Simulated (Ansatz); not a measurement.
SnO₂ (fluorite), relaxed with r2SCAN in Ansatz 0.2.0: space group Fm-3m (No. 225), cubic; conventional cell a = 5.067 Å, 10.84 Å³ an atom. Sn is surrounded by 8 O at 2.19 Å; O is surrounded by 4 Sn at 2.19 Å. It was then strained (uniaxial along [111], other directions held), atoms relaxed again within the symmetry left. Unstrained, HSE06 gives 1.684 eV (W → Γ, 6×6×6 mesh), and the band edges keep their places in every row. Stress is positive in compression. (Calculated; spin-unpolarised; the phase may be known or hypothetical.)

Axes as in this cell:
```yaml
crystal:
  lattice:
    - [0.00000, 2.53347, 2.53347]
    - [2.53347, 0.00000, 2.53347]
    - [2.53347, 2.53347, 0.00000]
  atoms:
    - { symbol: Sn, position: [0.00000, 0.00000, 0.00000] }
    - { symbol: O, position: [0.25000, 0.25000, 0.25000] }
    - { symbol: O, position: [0.75000, 0.75000, 0.75000] }
```

| strain (%) | ε | ΔE_g, HSE06 (eV) | Δmean stress, r2SCAN (GPa) |
| --- | --- | --- | --- |
| -4.0 | -0.0400 | +0.505 | +10.47 |
| -3.0 | -0.0300 | +0.371 | +7.59 |
| +3.47 | +0.0347 | -0.360 | -6.94 |

**Question.** Fit ΔE_g = a x + b x² to these rows by least squares, with x = ε.

**Answer.** The normal equations take Σx² = 3.704e-03, Σx³ = -4.922e-05, Σx⁴ = 4.820e-06, ΣxΔE = -4.382e-02 and Σx²ΔE = 7.084e-04, and give a = -11.43 eV, b = +30.3 eV; the largest residual is 0.001 eV.

**Question.** Fit the change of mean stress in the same way.

**Answer.** Δmean stress = -228.6 x + (825) x² GPa. The volume strain equals ε here, so in a cubic crystal the slope, 229 GPa, is the bulk modulus.

**Question.** Predict the withheld row at +0.3 % (x = +0.0030).

**Answer.** ΔE_g ≈ -11.43 × (+0.0030) + (30.3) × (+0.0030)² = -0.034 eV, and Δmean stress ≈ -0.68 GPa. The runs give -0.034 eV and -0.67 GPa, off by 0.000 eV and +0.01 GPa.

Spin-orbit coupling is left out, which matters wherever the heavy atoms make up the band edges.
